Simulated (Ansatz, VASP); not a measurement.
TiC in VASP and in Ansatz

The input INCAR:

```
  PREC = Accurate
  ENCUT = 520
  EDIFF = 1E-7
  ISMEAR = -1
  SIGMA = 0.08
  LREAL = False
  LASPH = True
  NELM = 100
  ALGO = Normal
  ISIF = 2
  LWAVE = False
  LCHARG = False
  GGA = CA
  NBANDS = 15
```

The input KPOINTS:

```
regular mesh
0
Gamma
  17 17 17
```

Contents of POSCAR:

```
TiC
1.0
    0.0000000000      1.8359656644      1.8359656644
    1.8359656644      0.0000000000      1.8359656644
    1.8359656644      1.8359656644      0.0000000000
Ti C
1 1
Direct
    0.0000000000      0.0000000000      0.0000000000
    0.5000000000      0.5000000000      0.5000000000
```

Input for Ansatz:

```yaml
crystal:
  lattice:
    - [0.0, 1.8359656644, 1.8359656644]
    - [1.8359656644, 0.0, 1.8359656644]
    - [1.8359656644, 1.8359656644, 0.0]
  atoms:
    - { symbol: Ti, position: [0.0, 0.0, 0.0] }
    - { symbol: C, position: [0.5, 0.5, 0.5] }
kpoints:
  mp_grid: { grid: [17, 17, 17] }
scf:
  occupations: { method: fermi_dirac, width: 0.08 }
hamiltonian:
  xc: lda
  pseudopotentials: { kind: all_electron, lapw: { basis_error: 0.001 } }
output:
  forces: true
  stress: true
  eigenvalues: true
  populations: true
```

Change from the starting cell: volume scaled by 0.64, LAPW.

Alike in both runs: task single point; functional LDA; k mesh 17 × 17 × 17; occupations fermi-dirac, width 0.08 eV; no spin polarisation.

|  | VASP | Ansatz |
| --- | --- | --- |
| version | VASP 6.6.1 | Ansatz 0.2.0 |
| potentials or method | VASP PAW LDA potentials, release 64 (Ti_sv, C) | all-electron LAPW, scalar-relativistic |
| plane-wave cutoff (eV) | 520 | see its input |

Ansatz gave:

| Item | Value |
| --- | --- |
| pressure (GPa) | 299.4 |

Question: Which values does VASP return?

Answer: Pressure (GPa): 297.6.

Ansatz ran all-electron here, so the differences hold the error of VASP's frozen core and of both bases.

Caveats: the cell as given lies far from equilibrium; so large a pressure means that the cell lies far from this level's equilibrium, or that cutoff or potentials fall short (VASP).
